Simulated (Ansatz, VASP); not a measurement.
This is a calculation of W for Ansatz 0.2.0.

The input input.yaml:

```yaml
crystal:
  lattice:
    - [-1.6031677168, 1.6031677168, 1.6031677168]
    - [1.6031677168, -1.6031677168, 1.6031677168]
    - [1.6031677168, 1.6031677168, -1.6031677168]
  atoms:
    - { symbol: W, position: [0.0, 0.0, 0.0] }
hamiltonian:
  xc: pbesol
  pseudopotentials: { kind: paw }
  dispersion: d3bj
kpoints:
  mp_grid: { grid: [12, 12, 12] }
scf:
  occupations: { method: fermi_dirac, width: 0.05 }
output:
  forces: true
  stress: true
  eigenvalues: true
```

Potentials or basis: Ansatz PAW.

Launch:

```sh
$ ansatz run input.yaml --threads 2 --pin off --max-ram 5120MiB --backend cpu --events-out ev --progress --plain --runs-dir out
```

Problem. Set up the same calculation for VASP 6.6.1. Potentials there: VASP PAW PBE potentials, release 64 (W_sv).

Solution. As run (the cutoff follows the program's own potentials):

File INCAR:

```
PREC = Accurate ; ENCUT = 520
EDIFF = 1E-6 ; ISMEAR = -1
SIGMA = 0.05 ; LREAL = False
LASPH = True ; NELM = 80
ALGO = Fast ; ISIF = 2
LWAVE = False ; LCHARG = False
GGA = PS ; IVDW = 12
NBANDS = 13
```

KPOINTS

```
regular mesh
0
Gamma
  12 12 12
```

POSCAR

```
W
1.0
   -1.6031677168      1.6031677168      1.6031677168
    1.6031677168     -1.6031677168      1.6031677168
    1.6031677168      1.6031677168     -1.6031677168
W
1
Direct
    0.0000000000      0.0000000000      0.0000000000
```

Potentials or basis: VASP PAW PBE potentials, release 64 (W_sv).

Command:

```bash
$ cat potpaw_PBE.64/W_sv/POTCAR > POTCAR
$ mpirun -np 1 vasp_std > vasp.out
```

Both were run:

|  | VASP | Ansatz | Ansatz less VASP |
| --- | --- | --- | --- |
| gap on the k mesh at the Fermi level (eV) | none | none | - |
| pressure (GPa) | -20.6 | -21.1 | -0.49 |
| dispersion energy (meV/atom) | -715.0 | -715.3 | -0.24 |

A gap of «none» marks a metal or a gap that the smearing closes.

Caveats: pairwise dispersion overbinds metals, which lowers pressure and volume; so large a pressure means that the cell lies far from this level's equilibrium, or that cutoff or potentials fall short (VASP); the potentials were made for another functional, which shifts forces and pressure (VASP); the PAW data sets come from PBE, with cores solved anew for the run's functional, which leaves a small shift of forces and pressure (Ansatz). The runs have no spin-orbit coupling, so splittings on W are missing.
